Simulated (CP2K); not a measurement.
Runs of CP2K 2026.2 on BaTiO3. The typed cell holds 10 atoms: a = 3.964 Å, b = 5.669 Å, c = 5.729 Å, α = 93.55°, β = 92.29°, γ = 91.36°. 

| potentials or basis | ADDED_MOS | gap on the mesh (eV) | pressure (GPa) | largest force (eV/Å) |
| --- | --- | --- | --- | --- |
| GTH_POTENTIALS Ba GTH-PBE-q10, Ti GTH-PBE-q12, O GTH-PBE-q6; SZV-MOLOPT-SR-GTH basis | [14] | 1.28 | (a) | 0.33 |
| POTENTIAL_UZH Ba GTH-PBE-q10, Ti GTH-PBE-q12, O GTH-PBE-q6; TZVP-MOLOPT-PBE-GTH basis | [32] | 1.85 | 4.6 | 0.30 |
| GTH_POTENTIALS Ba GTH-PBE-q10, Ti GTH-PBE-q12, O GTH-PBE-q6; DZVP-MOLOPT-SR-GTH basis | [32] | 1.84 | 5.0 | 0.30 |
| POTENTIAL_UZH Ba GTH-PBE-q10, Ti GTH-PBE-q12, O GTH-PBE-q6; DZVP-MOLOPT-PBE-GTH basis | [32] | (b) | 5.7 | 0.30 |
| POTENTIAL_UZH Ba GTH-PBE-q10, Ti GTH-PBE-q12, O GTH-PBE-q6; TZV2P-MOLOPT-PBE-GTH basis | [32] | 1.89 | 4.3 | 0.30 |

Alike in all rows: task atomic charges; level PBE; no spin polarisation; cell as given; k mesh 5 × 4 × 4; smearing fermi-dirac 0.05 eV.

Fill in the values left out.

(a) 15.6; (b) 1.86.

Caveats: spin-orbit coupling is left out, which moves the levels of the heavy elements; an odd mesh through Γ misses points on the zone boundary, where band edges often lie; the basis of atomic orbitals isn't converged, which shifts pressures, moduli and gaps; a minimal basis gives rough bond lengths, pressures and levels (some runs).

A k mesh can miss the band edges, and the runs leave out spin-orbit coupling on Ba.
